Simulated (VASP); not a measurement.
# HfN (F-43m) in VASP: a series of runs

Aim: see how the results for HfN move with the level of theory and the settings. Levels: PBEsol, PBE. Tasks: equation of state.

Everything below comes from runs of VASP 6.6.1. Logs are shortened: lines on timing, memory, paths and dates and some standing lists are left out, and cuts for length are marked.

## 1. Starting point

Symmetry: F-43m, No. 216, cubic system. Conventional cell: a = 4.910 Å, b = 4.910 Å, c = 4.910 Å, α = 90.00°, β = 90.00°, γ = 90.00°. Hf (site symmetry -43m) is surrounded by 4 N at 2.13 Å. Around N (site symmetry -43m) lie 4 Hf at 2.13 Å.

The cell comes from a database or a generator and needn't be the stable form of this composition.

## 2. Equation of state, PBEsol, 13.91 Å³/atom (volume scaled by 0.94)

INCAR

```
PREC = Accurate ; ENCUT = 520
EDIFF = 1E-7 ; ISMEAR = -1
SIGMA = 0.05 ; LREAL = F
LASPH = T ; NELM = 60
ALGO = Normal ; ISIF = 2
LWAVE = F ; LCHARG = F
GGA = PS ; NBANDS = 14
```

KPOINTS

```
Automatic mesh
0
Gamma
  9 9 9
```

POSCAR

```
HfN
1.0
    0.0000000000      2.4047095306      2.4047095306
    2.4047095306      0.0000000000      2.4047095306
    2.4047095306      2.4047095306      0.0000000000
Hf N
1 1
Direct
    0.0000000000      0.0000000000      0.0000000000
    0.2500000000      0.2500000000      0.2500000000
```

Potentials or basis: VASP PAW PBE potentials, release 64 (Hf_pv, N).

Command:

```bash
$ cat potpaw_PBE.64/Hf_pv/POTCAR potpaw_PBE.64/N/POTCAR > POTCAR
$ mpirun -np 1 vasp_std > vasp.out
```

OUTCAR:

```text
PREC = Accurate
   ENCUT = 520
   EDIFF = 1E-7
   ISMEAR = -1
   LREAL = F
   LASPH = T
   NELM = 60
   ISIF = 2
   GGA = PS

 Found     35 irreducible k-points:

 Following reciprocal coordinates:
            Coordinates               Weight
  0.000000  0.000000  0.000000      1.000000
  0.111111  0.000000  0.000000      8.000000
  0.222222  0.000000  0.000000      8.000000
  0.333333  0.000000  0.000000      8.000000
  0.444444  0.000000  0.000000      8.000000
  0.111111  0.111111  0.000000      6.000000
   k-points           NKPTS =     35   k-points in BZ     NKDIM =     35   number of bands    NBANDS=     14
   number of dos      NEDOS =    301   number of ions     NIONS =      2
   total plane-waves  NPLWV =  21952
   dimension x,y,z NGX =    28 NGY =   28 NGZ =   28
   dimension x,y,z NGXF=    56 NGYF=   56 NGZF=   56
   ions per type =               1   1
   NGX,Y,Z   is equivalent  to a cutoff of  13.69, 13.69, 13.69 a.u.
   NGXF,Y,Z  is equivalent  to a cutoff of  27.38, 27.38, 27.38 a.u.
 SYSTEM =  unknown system
   PREC   = accura    normal or accurate (medium, high low for compatibility)
   ISTART =      0    job   : 0-new  1-cont  2-samecut
   ICHARG =      2    charge: 1-file 2-atom 10-const
   ISPIN  =      1    spin polarized calculation?
   LNONCOLLINEAR =      F non collinear calculations
   LSORBIT =      F    spin-orbit coupling
   LASPH  =      T    aspherical Exc in radial PAW
   ENCUT  =  520.0 eV  38.22 Ry    6.18 a.u.   6.32  6.32  6.32*2*pi/ulx,y,z
   NELM   =     60;   NELMIN=  2; NELMDL= -5     # of ELM steps
   EDIFF  = 0.1E-06   stopping-criterion for ELM
   LREAL  =      F    real-space projection
   EDIFFG = 0.1E-05   stopping-criterion for IOM
   NSW    =      0    number of steps for IOM
   IBRION =     -1    ionic relax: 0-MD 1-quasi-New 2-CG
   NFREE  =      0    steps in history (QN), initial steepest desc. (CG)
   ISIF   =      2    stress and relaxation
   ISYM   =      2    0-nonsym 1-usesym 2-fastsym
   POTIM  = 0.5000    time-step for ionic-motion
   TEBEG  =    0.0;   TEEND  =   0.0 temperature during run
   PSTRESS=    0.0 pullay stress
   NELECT =      15.0000    total number of electrons
   NUPDOWN=      -1.0000    fix difference up-down
   EMIN   =  10.00;   EMAX   =-10.00  energy-range for DOS
   EFERMI =   0.00;   METHOD = LEGACY
   ISMEAR =    -1;   SIGMA  =   0.05  broadening in eV -4-tet -1-fermi 0-gaus
   EFERMI_NEDOS =   21; number of points for ismear=-14 and -15
   IALGO  =     38    algorithm
   IMIX   =      4    mixing-type and parameters
     AMIX     =   0.40;   BMIX     =  1.00
     AMIX_MAG =   1.60;   BMIX_MAG =  1.00
  volume/ion in A,a.u.               =      13.91        93.84
  Fermi-wavevector in a.u.,A,eV,Ry     =   1.332598  2.518246 24.161478  1.775819
  Thomas-Fermi vector in A             =   2.461521
   LORBIT       =      0    0 simple, 1 ext, 2 COOP (PROOUT), +10 PAW based schemes
   GGA     = PS    functional components
   LHFCALC =     F    Hartree Fock is set to
   AEXX    =    0.0000 exact exchange contribution
   IVDW    =     0    specifies the selected vdW correction
   LEPSILON=     F    determine dielectric tensor
   LRPA    =     F    only Hartree local field effects (RPA)
 non-spin polarized calculation
  energy-cutoff  :      520.00
  volume of cell :       27.81
 maximum number of plane-waves:       759
 NGX is ok and might be reduce to    28
   NGX = 13   NGY = 13   NGZ = 13

 number of electron      15.0000001 magnetization

 Free energy of the ion-electron system (eV)
  ---------------------------------------------------
  ext. energy  EPLUGINS =         0.00000000
  ---------------------------------------------------
  free energy    TOTEN  =       -22.25239073 eV

  energy without entropy =      -22.24749822  energy(sigma->0) =      -22.24994448

 E-fermi :   6.0840     XC(G=0): -11.6941

 val. band max:        6.0576954316   @ k =  -0.2222   0.3333   0.1111
 cond. band min:       6.1186130602   @ k =   0.2222   0.2222   0.0000
 fundamental gap:      0.0609176286
 Fermi energy:         6.0839923550

 k-point     1 :       0.0000    0.0000    0.0000
  band No.  band energies     occupation
      1     -24.7465      2.00000
      2     -24.7465      2.00000
      3     -24.7465      2.00000
      4     -10.3331      2.00000
      5       0.3375      2.00000
      6       0.3375      2.00000
      7       0.3375      2.00000
      8       5.5018      1.99998
      9       8.4369      0.00000
     10       8.4369      0.00000
     11      13.0753      0.00000
     12      13.0753      0.00000
     13      13.0753      0.00000
     14      18.6905      0.00000

 k-point     2 :       0.1111    0.0000    0.0000
  band No.  band energies     occupation
      1     -24.8223      2.00000
      2     -24.7560      2.00000
      3     -24.7560      2.00000
      4     -10.1654      2.00000
      5       0.0881      2.00000
      6       0.4346      2.00000
      7       0.4346      2.00000
      8       6.1592      0.36352
      9       8.2218      0.00000
     10       8.2218      0.00000
     11      12.7421      0.00000
     12      13.4039      0.00000
     13      13.4039      0.00000
     14      18.1317      0.00000

 k-point     3 :       0.2222    0.0000    0.0000
  band No.  band energies     occupation
      1     -25.0082      2.00000
      2     -24.7799      2.00000
      3     -24.7799      2.00000
      4      -9.7635      2.00000
      5      -0.2195      2.00000
      6       0.6597      2.00000
      7       0.6597      2.00000
      8       7.4483      0.00000
      9       7.9862      0.00000
     10       7.9862      0.00000
     11      12.1789      0.00000
     12      13.6626      0.00000
     13      13.6626      0.00000
     14      15.6146      0.00000

 k-point     4 :       0.3333    0.0000    0.0000
  band No.  band energies     occupation
      1     -25.2102      2.00000
      2     -24.8068      2.00000
      3     -24.8068      2.00000
      4      -9.3559      2.00000
      5      -0.1420      2.00000
      6       0.8674      2.00000
      7       0.8674      2.00000
      8       8.0894      0.00000
      9       8.2144      0.00000
     10       8.2144      0.00000
     11      11.4727      0.00000
     12      13.0077      0.00000
     13      13.0077      0.00000
     14      14.6775      0.00000

 k-point     5 :       0.4444    0.0000    0.0000
  band No.  band energies     occupation
      1     -25.3370      2.00000
      2     -24.8242      2.00000
      3     -24.8242      2.00000
      4      -9.1250      2.00000
      5       0.1744      2.00000
      6       0.9682      2.00000
      7       0.9682      2.00000
      8       7.8269      0.00000
      9       8.8335      0.00000
     10       8.8335      0.00000
     11      10.6138      0.00000
     12      11.9397      0.00000
     13      11.9397      0.00000
     14      15.8228      0.00000

 k-point     6 :       0.1111    0.1111    0.0000
  band No.  band energies     occupation
      1     -24.8242      2.00000
      2     -24.7708      2.00000
      3     -24.7708      2.00000
      4     -10.1091      2.00000
      5      -0.0832      2.00000
      6       0.5236      2.00000
      7       0.5236      2.00000
      8       6.3597      0.00802
      9       7.6760      0.00000
     10       8.6250      0.00000
     11      13.1884      0.00000
     12      13.1884      0.00000
     13      13.2777      0.00000
     14      18.5931      0.00000

 [... further k-points ...]
[... 5 lines left out ...]
  --------------------------------------------------------------------------------------
  -------------------------------------------------------------------------------------
  Total        1.2087917      1.2087917      1.2087917      0.0000000     -0.0000000     -0.0000000
  in kB       69.6376647     69.6376647     69.6376647      0.0000000     -0.0000000     -0.0000000
  external PRESSURE =      69.6376647 kB  Pullay stress =       0.0000000 kB

 VOLUME and BASIS-vectors are now :
 -----------------------------------------------------------------------------
  energy-cutoff  :      520.00
  volume of cell :       27.81
      direct lattice vectors                 reciprocal lattice vectors
     0.000000000  2.404709531  2.404709531    -0.207925321  0.207925321  0.207925321
     2.404709531  0.000000000  2.404709531     0.207925321 -0.207925321  0.207925321
     2.404709531  2.404709531  0.000000000     0.207925321  0.207925321 -0.207925321

 POSITION                                       TOTAL-FORCE (eV/Angst)
 -----------------------------------------------------------------------------------
      0.00000      0.00000      0.00000        -0.000000     -0.000000     -0.000000
      1.20235      1.20235      1.20235         0.000000      0.000000      0.000000
 -----------------------------------------------------------------------------------
    total drift:                               -0.000000     -0.000000     -0.000000

  FREE ENERGIE OF THE ION-ELECTRON SYSTEM (eV)
  ---------------------------------------------------
  free  energy   TOTEN  =       -22.2523907343 eV

  energy  without entropy=      -22.2474982166  energy(sigma->0) =      -22.24994448
```

Wall time 16 s (1 thread of Intel Xeon Platinum 8259CL at 2.50GHz (Skylake/Cascade Lake), shared host); peak memory 0.16 GiB.

What came out:

* Free energy: -22.2524 eV
* Pressure: 7.0 GPa
* Band gap on the k mesh: none (metal or under the smearing width)

Caveat: the PAW data sets were made with another functional, which shifts forces and pressure a little.

## 3. Equation of state, PBEsol, 14.20 Å³/atom (volume scaled by 0.96)

INCAR is that of step 2.

KPOINTS is that of step 2.

POSCAR

```
HfN
1.0
    0.0000000000      2.4216446627      2.4216446627
    2.4216446627      0.0000000000      2.4216446627
    2.4216446627      2.4216446627      0.0000000000
Hf N
1 1
Direct
    0.0000000000      0.0000000000      0.0000000000
    0.2500000000      0.2500000000      0.2500000000
```

Potentials or basis: VASP PAW PBE potentials, release 64 (Hf_pv, N).

Command:

```bash
$ cat potpaw_PBE.64/Hf_pv/POTCAR potpaw_PBE.64/N/POTCAR > POTCAR
$ mpirun -np 1 vasp_std > vasp.out
```

Wall time 15 s (1 thread of Intel Xeon Platinum 8259CL at 2.50GHz (Skylake/Cascade Lake), shared host); peak memory 0.16 GiB.

It converged, with:

```
Free energy            : -22.2695 eV
Pressure               : 2.2 GPa
Band gap on the k mesh : none (metal or under the smearing width)
```

Caveat: the PAW data sets were made with another functional, which shifts forces and pressure a little.

(Part 1 of 2 ends here.)
